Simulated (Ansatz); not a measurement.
# SiC: the cost of one run

Program: Ansatz 0.2.0. Level of theory: DFT PBE, scalar-relativistic, plane waves, PAW. These are calculated values, not measurements.

The COD entry's cell or inner coordinates are ideal or old and differ from later refinements, so a difference from it is no clean test against experiment.

16 further runs of the same task are left out: 16 set aside as unsound or not needed.

### Step 1. The starting structure

Symmetry: F-43m, No. 216, cubic system. The conventional cell has a = 4.380 Å, b = 4.380 Å, c = 4.380 Å, α = 90.00°, β = 90.00°, γ = 90.00°. Si (site symmetry -43m) is surrounded by 4 C at 1.90 Å. C (site symmetry -43m) has 4 Si at 1.90 Å as nearest neighbours.

As a file:

```
CELL_PARAMETERS angstrom
0.00000 2.18983 2.18983
2.18983 0.00000 2.18983
2.18983 2.18983 0.00000
ATOMIC_POSITIONS crystal
Si 0.00000 0.00000 0.00000
C 0.75000 0.75000 0.75000
```

It is the result of an earlier relaxation at this level (volume 10.50 Å³/atom; gap on the mesh: 1.37 eV).

### Step 3. The grid

The energy is mapped over volume and the cell's shape.

- volume per atom: 7 values from 9.24 to 11.76 Å³
- length along [111] over the lengths across it, relative to the cubic cell: 7 values from 0.923 to 1.083

Nothing else is relaxed (fractional coordinates fixed). Energies count from the relaxed crystal. Points are written as (first, second).

(The set-up runs are not shown.)

### Step 4. Point (9.24 Å³, 0.923)

input.yaml reads:

```yaml
crystal:
  lattice:
    - [0.0, 2.1552902109, 2.1552902109]
    - [2.1552902109, 0.0, 2.1552902109]
    - [2.0446519801, 2.0446519801, 0.1106382308]
  atoms:
    - { symbol: Si, position: [0.0, 0.0, 0.0] }
    - { symbol: C, position: [0.75, 0.75, 0.75] }
basis:
  ecutwfc: 520.0
kpoints:
  mp_grid: { grid: [12, 12, 12] }
hamiltonian:
  xc: pbe
  pseudopotentials: { kind: paw, azcp: { folder: soft_1 } }
scf:
  occupations: { method: gaussian, width: 0.05 }
output:
  forces: true
  stress: true
  eigenvalues: true
```

The run is started by

```bash
$ ansatz run input.yaml --threads 1 --pin off --max-ram 2048MiB --backend cpu --events-out ev --progress --plain --runs-dir out
```

**Question.** How long does this run take on 1 thread of Arm Neoverse N1, shared host, and how much memory does it need?

About 8.2 s, with a peak of 0.32 GiB.
